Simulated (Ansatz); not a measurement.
# 3-layer 2H-WSe2 (2H stacking) in a perpendicular field

Aim: how the 3-layer 2H-WSe2 (2H stacking) screens a field along its normal, and what the field does to its bands. A positive field points along +c.

Program: Ansatz 0.2.0. Level of theory: plane-wave DFT, PBE-D3(BJ), Ansatz PAW. Results are calculated unless marked as measured.

### Step 1. Set-up

The cell holds 9 atoms: 6 Se and 3 W. Cell: a = 3.320 Å, b = 3.320 Å, c = 65.821 Å, α = 90.0°, β = 90.0°, γ = 120.0°. Regions: layer 1: 2H-WSe2, 3 atoms (2 Se and 1 W); layer 2: 2H-WSe2, 3 atoms (2 Se and 1 W); layer 3: 2H-WSe2, 3 atoms (2 Se and 1 W). Vacuum lies along c.

### Step 2. Relaxing the slab

The starting cell is a guess, so the in-plane lattice and the atoms are relaxed first, with the slab cut off from its images along the normal.

Input file input.yaml:

```yaml
crystal:
  lattice:
    - [3.32, 0.0, 0.0]
    - [-1.66, 2.8752043406, 0.0]
    - [0.0, 0.0, 65.8210438029]
  atoms:
    - { symbol: Se, position: [0.3333333333, 0.6666666667, 0.3676635708] }
    - { symbol: W, position: [0.0, 0.0, 0.3960765807] }
    - { symbol: Se, position: [0.3333333333, 0.6666666667, 0.4244895906] }
    - { symbol: Se, position: [0.0, 0.0, 0.4715869901] }
    - { symbol: W, position: [0.3333333333, 0.6666666667, 0.5] }
    - { symbol: Se, position: [0.0, 0.0, 0.5284130099] }
    - { symbol: Se, position: [0.3333333333, 0.6666666667, 0.5755104094] }
    - { symbol: W, position: [0.0, 0.0, 0.6039234193] }
    - { symbol: Se, position: [0.3333333333, 0.6666666667, 0.6323364292] }
  periodic: [true, true, false]
kpoints:
  mp_grid: { grid: [12, 12, 1] }
hamiltonian:
  xc: pbe
  dispersion: d3bj
scf:
  occupations: { method: fermi_dirac, width: 0.05 }
  convergence: { dr2_threshold: 1.0e-09 }
relax:
  f_tol: 0.004
  max_steps: 90
  cell: {}
output:
  write_potential: true
  write_density: true
  volumetric_format: npy
```

Command:

```bash
$ ansatz run input.yaml --threads 4 --pin off --max-ram 16384MiB --backend cpu --events-out ev --progress --plain --runs-dir out
```

Numbers of over 12 decimals in the logs are rounded to 6 here.

Output:

```text
Warning: relax.cell: scf.convergence.dr2_threshold = 1e-9 eV is looser than the 1.19694596298e-10 eV advised for a relaxation that steers and ends on the stress (1e-10 eV for each atom of the cell: 9, times the square of relax.cell.stress_2d_tol = 0.05 N/m over 27.4 Å (the atoms' height at the walk's start and 5 Å past either face), 1.823e-2 GPa, over a crystal's default 0.05). What an SCF threshold leaves in a stress goes as its square root, and in the free energy as the threshold itself, and one threshold admits the most on a small cell: [figures from the program's tests cut] Set scf.convergence.dr2_threshold to 1.19694596298e-10 eV or tighter. [rest of the remark cut]
Engine: ansatz 0.2.0, aarch64-unknown-linux-gnu
Pseudopotentials: kind: paw
Pseudopotential: Se, paw, valence charge 16, recommended cutoff 420 eV (normal), Se.paw.azcp
Pseudopotential: W, paw, valence charge 14, recommended cutoff 420 eV (normal), W.paw.azcp
Functional definition: PBE
  parameter kappa = 0.804
  parameter beta = 0.066725
  exchange = pbe_x(kappa = kappa, mu = beta*pi^2/3)
  correlation = pbe_c(beta = beta)
Crystal: 9 atoms, lattice volume = 628.307 Å³
Basis set: ecut = 420 eV, 12471 PW (Γ), exchange–correlation on 48×48×900 points (8 copies of the dense FFT grid, shifted against one another)
Bands: 83, of which v1, the nominal top of the filled ones, is band 69 counted from 1 (68 counted from 0)
Symmetry: 12 space group operations
Space group: P-6m2 (ITA 187), of the structure as read, at distance tolerance 8.6e-5 Å
k-points: 19 of 144 (time reversal used)
Non-local potential: Se, projectors of the file, l = 0: 2, l = 1: 2, l = 2: 3, l = 3: 1
Non-local potential: W, projectors of the file, l = 0: 3, l = 1: 2, l = 2: 2, l = 3: 1
PAW form: soft (Blöchl's): semilocal exchange-correlation on the pseudo side does not see the compensation charge
PAW one-centre angular grid: Se, 590 points (default); XC on 64 Gauss nodes
PAW one-centre angular grid: W, 590 points (default); XC on 64 Gauss nodes
Initial density: superposition of atomic densities (neutral atoms: chi_scale 0, normalization atom), corrected by the library's trained network
Initial wavefunctions: pseudopotential atomic-orbital guess
Functional: x = pbe(κ = 0.804, μ = 0.219515), c = pbe(β = 0.066725)
SCF iter   1: F=—  HF=-63975.864082 eV  |F-HF|=—  |Δ(HF+E_count)|=         —  Δρ=2.74e-3  dr2=8.25e-2  ethr=1.77e-3  ⟨swp⟩=12.4  Hψ=8099  notcnv=0  defer=10
preconditioner: auto → Resta (q_TF=auto, 2.119 Å⁻¹)  ε∞=2.9  [insulator: Δε(μ)=0.729 eV  Ē_g=7.870 eV  σ=0.050 eV  W_gap=1.00  n_scr=44 (ndim 8)  ℏωp=10.9 eV  f_vac=0.682  D(μ)=0.00/eV (n_scr^D=0)  ε∞_Penn≈2.9  vacuum switching on, ρ_ref=4.5e-3 e/Å³]
SCF iter   2: F=—  HF=-63975.887157 eV  |F-HF|=—  |Δ(HF+E_count)|=   2.31e-2  Δρ=2.09e-3  dr2=2.07e-1  ethr=5.98e-5  ⟨swp⟩=3.2  Hψ=3854  notcnv=0  defer=82
SCF iter   3: F=—  HF=-63975.876366 eV  |F-HF|=—  |Δ(HF+E_count)|=   1.08e-2  Δρ=1.19e-3  dr2=1.40e-2  ethr=5.98e-5  ⟨swp⟩=3.0  Hψ=2385  notcnv=0  defer=82
SCF iter   4: F=—  HF=-63975.880770 eV  |F-HF|=—  |Δ(HF+E_count)|=   4.40e-3  Δρ=7.14e-4  dr2=1.27e-2  ethr=1.01e-5  ⟨swp⟩=3.0  Hψ=2587  notcnv=0  defer=81
SCF iter   5: F=—  HF=-63975.879825 eV  |F-HF|=—  |Δ(HF+E_count)|=   9.46e-4  Δρ=9.31e-5  dr2=9.11e-5  ethr=9.17e-6  ⟨swp⟩=2.9  Hψ=2089  notcnv=0  defer=81
SCF iter   6: F=—  HF=-63975.879782 eV  |F-HF|=—  |Δ(HF+E_count)|=   4.26e-5  Δρ=5.10e-5  dr2=4.84e-5  ethr=6.60e-8  ⟨swp⟩=4.3  Hψ=3397  notcnv=0  defer=81
SCF iter   7: F=—  HF=-63975.879787 eV  |F-HF|=—  |Δ(HF+E_count)|=   5.46e-6  Δρ=2.68e-5  dr2=1.43e-5  ethr=3.51e-8  ⟨swp⟩=2.1  Hψ=1909  notcnv=0  defer=81
SCF iter   8: F=—  HF=-63975.879783 eV  |F-HF|=—  |Δ(HF+E_count)|=   4.14e-6  Δρ=1.91e-5  dr2=7.23e-6  ethr=1.03e-8  ⟨swp⟩=3.0  Hψ=2295  notcnv=0  defer=81
SCF iter   9: F=—  HF=-63975.879624 eV  |F-HF|=—  |Δ(HF+E_count)|=   1.59e-4  Δρ=6.88e-6  dr2=7.19e-7  ethr=5.24e-9  ⟨swp⟩=2.4  Hψ=1960  notcnv=0  defer=81
SCF iter  10: F=—  HF=-63975.879624 eV  |F-HF|=—  |Δ(HF+E_count)|=   9.52e-9  Δρ=1.17e-6  dr2=1.56e-8  ethr=5.21e-10  ⟨swp⟩=3.0  Hψ=2330  notcnv=0  defer=81
SCF iter  11: F=—  HF=-63975.879624 eV  |F-HF|=—  |Δ(HF+E_count)|=   2.14e-8  Δρ=3.70e-7  dr2=3.60e-9  ethr=1.13e-11  ⟨swp⟩=3.5  Hψ=3176  notcnv=0  defer=81
SCF iter  12: F=—  HF=-63975.879624 eV  |F-HF|=—  |Δ(HF+E_count)|=   4.90e-9  Δρ=4.34e-7  dr2=1.40e-8  ethr=1.00e-12  ⟨swp⟩=12.6  Hψ=11460  notcnv=0  recentre
SCF iter  13: F=—  HF=-63975.879624 eV  |F-HF|=—  |Δ(HF+E_count)|=  5.09e-10  Δρ=1.76e-7  dr2=1.06e-9  ethr=2.61e-12  ⟨swp⟩=2.0  Hψ=1865  notcnv=0  defer=81
SCF iter  14: F=-63975.879624 eV  HF=-63975.879624 eV  |F-HF|=5.75e-10  |Δ(HF+E_count)|=  4.37e-11  Δρ=4.88e-8  dr2=5.90e-11  ethr=1.00e-12  ⟨swp⟩=9.9  Hψ=8491  notcnv=0
SCF 1 converged in 14 iterations: F = -63975.879624 eV  dr2 = 5.90e-11
  greatest PAW one-centre occupation: 1.000 electrons in one spin orbital (limit 2), on the Se atom at site 3 (counted from 0), in its partial waves of l = 2
relax step   1: F+E_penalty+E_count = -63975.87962414 eV  Δ(F+E_penalty+E_count) = +0.000e0 eV  max|allowed force component| = 2.631e0 eV/Å  Δτ_max = 0.0000 Å  P = -20.313 N/m  Ω = 628.307 Å³  fix = [c, alpha, beta]  reactions: c -0.000 N/m  (14 SCF iters, accepted)
Crystal: 9 atoms, lattice volume = 614.963 Å³
Basis set: ecut = 420 eV, 12243 PW (Γ), exchange–correlation on 48×48×900 points (8 copies of the dense FFT grid, shifted against one another)
Initial density: handed on by an earlier stage of this run
Initial wavefunctions: those handed on with the density
iter 1 solved again at ethr=7.13e-4 eV; its pass at ethr=3.10e-3 eV (dr2=9.84e-1 eV) is discarded
SCF iter   1: F=—  HF=-63977.729275 eV  |F-HF|=—  |Δ(HF+E_count)|=         —  Δρ=8.72e-3  dr2=9.90e-1  ethr=7.13e-4  ⟨swp⟩=2.6  Hψ=9654  notcnv=0
preconditioner: auto → Resta (q_TF=auto, 2.127 Å⁻¹)  ε∞=2.6  [insulator: Δε(μ)=1.443 eV  Ē_g=8.627 eV  σ=0.050 eV  W_gap=1.00  n_scr=44 (ndim 8)  ℏωp=11.0 eV  f_vac=0.690  D(μ)=0.00/eV (n_scr^D=0)  ε∞_Penn≈2.6  vacuum switching on, ρ_ref=5.4e-3 e/Å³]
SCF iter   2: F=—  HF=-63977.660086 eV  |F-HF|=—  |Δ(HF+E_count)|=   6.92e-2  Δρ=5.76e-3  dr2=5.68e-1  ethr=7.13e-4  ⟨swp⟩=4.2  Hψ=2891  notcnv=0  defer=1
SCF iter   3: F=—  HF=-63977.580872 eV  |F-HF|=—  |Δ(HF+E_count)|=   7.92e-2  Δρ=2.55e-3  dr2=3.60e-2  ethr=4.11e-4  ⟨swp⟩=3.1  Hψ=2800  notcnv=0  defer=84
SCF iter   4: F=—  HF=-63977.574560 eV  |F-HF|=—  |Δ(HF+E_count)|=   6.31e-3  Δρ=5.25e-4  dr2=2.36e-3  ethr=2.61e-5  ⟨swp⟩=3.7  Hψ=2614  notcnv=0  defer=89
[...]
relax step   5: F+E_penalty+E_count = -63977.65130916 eV  Δ(F+E_penalty+E_count) = -9.145e-4 eV  max|allowed force component| = 5.606e-2 eV/Å  Δτ_max = 0.1590 Å  P = +0.570 N/m  Ω = 612.092 Å³  energy of the carried Pulay correction = +7.135e-4 eV  fix = [c, alpha, beta]  reactions: c +0.000 N/m  (13 SCF iters, accepted)
relax step   6: F+E_penalty+E_count = -63977.65496646 eV  Δ(F+E_penalty+E_count) = -3.657e-3 eV  max|allowed force component| = 5.095e-3 eV/Å  Δτ_max = 0.0504 Å  P = +0.020 N/m  Ω = 613.790 Å³  energy of the carried Pulay correction = +6.379e-4 eV  fix = [c, alpha, beta]  reactions: c +0.000 N/m  (11 SCF iters, accepted)
relax step   7: F+E_penalty+E_count = -63977.65514456 eV  Δ(F+E_penalty+E_count) = -1.781e-4 eV  max|allowed force component| = 2.508e-2 eV/Å  Δτ_max = 0.0238 Å  P = -0.106 N/m  Ω = 613.673 Å³  energy of the carried Pulay correction = +6.431e-4 eV  fix = [c, alpha, beta]  reactions: c -0.000 N/m  (10 SCF iters, accepted)
relax step   8: F+E_penalty+E_count = -63977.65520598 eV  Δ(F+E_penalty+E_count) = -6.142e-5 eV  max|allowed force component| = 3.656e-3 eV/Å  Δτ_max = 0.0031 Å  P = +0.042 N/m  Ω = 613.616 Å³  energy of the carried Pulay correction = +6.457e-4 eV  fix = [c, alpha, beta]  reactions: c +0.000 N/m  (9 SCF iters, accepted)
relax step   9: F+E_penalty+E_count = -63977.65443812 eV  Δ(F+E_penalty+E_count) = +7.679e-4 eV  max|allowed force component| = 3.727e-3 eV/Å  Δτ_max = 0.0000 Å  P = +0.052 N/m  Ω = 613.616 Å³  fix = [c, alpha, beta]  reactions: c +0.000 N/m  stress off target by 5.19e-2 N/m on what of the cell is left free  SCF on the basis re-selected at this cell (its energy is not comparable with the rows above)  (5 SCF iters)
relax step  10: F+E_penalty+E_count = -63977.65443603 eV  Δ(F+E_penalty+E_count) = +2.084e-6 eV  max|allowed force component| = 8.737e-5 eV/Å  Δτ_max = 0.0004 Å  P = +0.001 N/m  Ω = 613.713 Å³  energy of the carried Pulay correction = -5.259e-6 eV  fix = [c, alpha, beta]  reactions: c +0.000 N/m  (7 SCF iters, accepted)
iter 1 solved again at ethr=2.77e-7 eV; its pass at ethr=3.10e-3 eV (dr2=3.83e-4 eV) is discarded
SCF iter   1: F=—  HF=-63977.654608 eV  |F-HF|=—  |Δ(HF+E_count)|=         —  Δρ=1.14e-6  dr2=5.36e-9  ethr=2.77e-7  ⟨swp⟩=6.5  Hψ=15687  notcnv=0
eigensolver tolerance schedule: the retry pair's looser diagonalisation over-reported the residual by 71403.57 of it (diagonalisation noise at an unbounded share of the residual, at the tolerance the schedule requests for it); recorded, not acted on — ethr = c·dr2/N_el stays at c = 1.0e-1
preconditioner: auto → Resta (q_TF=auto, 2.128 Å⁻¹)  ε∞=2.6  [insulator: Δε(μ)=1.100 eV  Ē_g=8.721 eV  σ=0.050 eV  W_gap=1.00  n_scr=44 (ndim 8)  ℏωp=11.0 eV  f_vac=0.702  D(μ)=0.00/eV (n_scr^D=0)  ε∞_Penn≈2.6  vacuum switching on, ρ_ref=5.5e-3 e/Å³]
SCF iter   2: F=—  HF=-63977.654441 eV  |F-HF|=—  |Δ(HF+E_count)|=   1.67e-4  Δρ=7.30e-7  dr2=3.71e-9  ethr=3.88e-12  ⟨swp⟩=8.1  Hψ=7134  notcnv=0
SCF iter   3: F=-63977.654441 eV  HF=-63977.654441 eV  |F-HF|=1.89e-9  |Δ(HF+E_count)|=   1.58e-9  Δρ=4.12e-7  dr2=7.32e-10  ethr=1.00e-12  ⟨swp⟩=17.0  Hψ=14185  notcnv=0
SCF 11 converged in 3 iterations: F = -63977.654441 eV  dr2 = 7.32e-10
relax step  11: F+E_penalty+E_count = -63977.65444131 eV  Δ(F+E_penalty+E_count) = -5.275e-6 eV  max|allowed force component| = 9.144e-5 eV/Å  Δτ_max = 0.0000 Å  P = +0.001 N/m  Ω = 613.713 Å³  fix = [c, alpha, beta]  reactions: c +0.000 N/m  stress off target by 6.72e-4 N/m on what of the cell is left free  SCF on the basis re-selected at this cell (its energy is not comparable with the rows above)  (3 SCF iters)
basis re-selected at this cell: Δ(F+E_penalty+E_count) = -5.275e-6 eV, ΔP = -0.000 N/m vs the last step (what re-selecting the basis moved, of the pressure what is left beyond the Pulay correction that the steps carried, after the strain that the cell walked since its last selection, with what the two solves' SCF thresholds leave and, on support functions, any second-order correction that the steps lacked; it is no m [...]
WARN: The output density's exchange-correlation potential varies sharply where the density is thin. Do not read a vacuum level from v_tot or v_xc, or from such a field of the output density. On a cell that repeats whose density bears no net charge and no dipole along the vacuum's axis use v_es (v_loc + v_h of the components); under efield.dipole_correction with no amplitude use v_es + v_field, which holds any externa [...]
SCF converged after 3 iterations
Free energy (F): -63977.654441 eV
Harris-Foulkes:  -63977.654441 eV  (|F-HF|=1.89e-9)
Internal energy: -63977.654440 eV  (E = F + TS)
E sigma→0 (E₀):  -63977.654441 eV
Entropy (-TS):   -0.000001 eV (-0.000 meV/atom)
Fermi energy:    -4.317433 eV
--- Per-component energies (eV) ---
  E_band       = -4969.320003
  E_kinetic    = 2068.808920
  E_local      = -1900029.411756  (includes V_loc(G=0)·N_el)
  E_nonlocal   = -3569.618566
  E_hartree    = 948467.619540
  E_xc         = -1429.664932
  E_vxc        = -1310.449705  (∫ρ·V_xc dr)
  E_paw        = -37156.678277  (= ΣΔE_a)
  E_vpaw       = 936.116350  (= ΣTr[D̂ρ^β])
  E_aug_tail   = -0.003753  (compensation charges beyond the density's cutoff)
  E_ewald      = 927675.136781
  E_disp       = -3.842396  (pairwise vdW)
  E_smearing   = -0.000001  (= −TS)
  E_closure    = -0.000000  (closes the sum)
  Σ components = -63977.654441   (vs F -63977.654441, Δ=0.00e0)
--- Forces (eV/Å), atoms counted from 1 ---
  atom   1  Se     0.00000000    -0.00000000     0.00009144
  atom   2  W      0.00000000     0.00000000     0.00008755
  atom   3  Se    -0.00000000    -0.00000000     0.00000614
  atom   4  Se    -0.00000000     0.00000000     0.00005246
  atom   5  W      0.00000000    -0.00000000    -0.00000000
  atom   6  Se     0.00000000     0.00000000    -0.00005246
  atom   7  Se    -0.00000000    -0.00000000    -0.00000614
  atom   8  W      0.00000000     0.00000000    -0.00008755
  atom   9  Se     0.00000000    -0.00000000    -0.00009144
  max |Σ_I F_I| component: 9.25e-18 eV/Å
--- 2D stress c σ (N/m, compression-positive) ---
        0.000672      -0.000000      -0.000000
        0.000000       0.000672      -0.000000
       -0.000000      -0.000000       0.000000
  P = ½ c Tr σ = 0.0007 N/m
--- Band table (eV; the first three rows and the last of 19) ---
  k-point 0: bands = [... 65 lower, -6.2088, -5.7371, -5.1010, -4.8257, -2.1202, -2.1202, -2.1033, -2.1033, ... 10 higher]
  k-point 1: bands = [... 65 lower, -6.0350, -5.7209, -5.1770, -4.9840, -2.3586, -2.3330, -2.3038, -2.3032, ... 10 higher]
  k-point 2: bands = [... 65 lower, -6.1097, -5.7856, -5.5294, -5.4640, -3.0730, -2.8986, -2.6716, -2.5420, ... 10 higher]
  k-point 18: bands = [... 65 lower, -7.3734, -5.1891, -5.0815, -4.9793, -3.3835, -3.3713, -3.3712, -2.8033, ... 10 higher]
  the weakly bound empty levels are not read free of the cell's end (no_gap_told)
--- Relaxed structure (9 steps of the walk, 9 accepted, 2 SCFs on fresh bases) ---
  F+E_penalty+E_count = -63977.65444131 eV   max|allowed force component| = 9.144e-5 eV/Å   (the final SCF, on the basis selected at the relaxed cell)
  cell:  # Å, volume = 613.7134 Å³
    - [3.281218, -2.152828138288753e-18, 0]
    - [-1.640609, 2.841618, 0]
    - [0, 0, 65.8210438029]
  atoms:
    - { symbol: Se, position: [0.333333, 0.666667, 0.377165] }
    - { symbol: W, position: [-2.4557536799727e-18, -2.1701890401338516e-17, 0.402771] }
    - { symbol: Se, position: [0.333333, 0.666667, 0.428366] }
    - { symbol: Se, position: [-1.0396494464539737e-18, -2.1701890401338497e-17, 0.474421] }
    - { symbol: W, position: [0.333333, 0.666667, 0.500000] }
    - { symbol: Se, position: [1.0396494464539506e-18, -2.1701890401338497e-17, 0.525579] }
    - { symbol: Se, position: [0.333333, 0.666667, 0.571634] }
    - { symbol: W, position: [2.4557536799726906e-18, -2.1701890401338512e-17, 0.597229] }
    - { symbol: Se, position: [0.333333, 0.666667, 0.622835] }
```

Elapsed: 6.7 min, on 4 threads of Arm Neoverse V1, shared host; peak memory 1.8 GiB.

Step by step:

| step | energy less that of the first step (eV) | largest force component (eV/Å) | volume (Å³) |
| --- | --- | --- | --- |
| 1 | 0.0000 | 2.6309 | 628.31 |
| 2 | -1.6945 | 0.1818 | 614.96 |
| 3 | -1.7435 | 0.0695 | 610.24 |
| 4 | -1.7708 | 0.0306 | 614.63 |
| 5 | -1.7717 | 0.0561 | 612.09 |
| 6 | -1.7753 | 0.0051 | 613.79 |
| 7 | -1.7755 | 0.0251 | 613.67 |
| 8 | -1.7756 | 0.0037 | 613.62 |
| 9* | -1.7748 | 0.0037 | 613.62 |
| 10 | -1.7748 | 0.0001 | 613.71 |
| 11* | -1.7748 | 0.0001 | 613.71 |

Relaxation steps marked * repeat the geometry before them on a plane-wave basis chosen anew for their cell, so energy and pressure can jump there.

The run keeps the 12 symmetry operations that it works with, so distortions that break them were not tested.

| cell as run | before | after | change |
| --- | --- | --- | --- |
| a (Å) | 3.320 | 3.281 | -1.2 % |
| b (Å) | 3.320 | 3.281 | -1.2 % |

The atoms that moved most (Å, along periodic axes as changes of fractional coordinates times the final cell, across vacuum about the mean position):

| atom | dx | dy | dz | length |
| --- | --- | --- | --- | --- |
| Se1 | 0.000 | 0.000 | 0.625 | 0.625 |
| Se9 | 0.000 | 0.000 | -0.625 | 0.625 |
| W2 | 0.000 | 0.000 | 0.441 | 0.441 |
| W8 | 0.000 | 0.000 | -0.441 | 0.441 |
| Se3 | 0.000 | 0.000 | 0.255 | 0.255 |
| Se7 | 0.000 | 0.000 | -0.255 | 0.255 |
| Se4 | 0.000 | 0.000 | 0.187 | 0.187 |
| Se6 | 0.000 | 0.000 | -0.187 | 0.187 |

The lattice constant a goes from 3.320 to 3.281 Å.

(Part 1 of 3 ends here.)

[Logs are printed without paths, hosts, clocks, repeated set-up lines and the standing remarks that a program may print on its own settings, such as how far it seeks lower states.]

[Hosts, paths, dates, database ids (printed as entryN), source tags and the programs' standing remarks are cut or masked in the printed files.]

[Maps of the electrostatic potential energy from Ansatz leave out the sawtooth potential of an applied field or a dipole correction, so their vacuum need not be flat; planar profiles and work functions include it.]
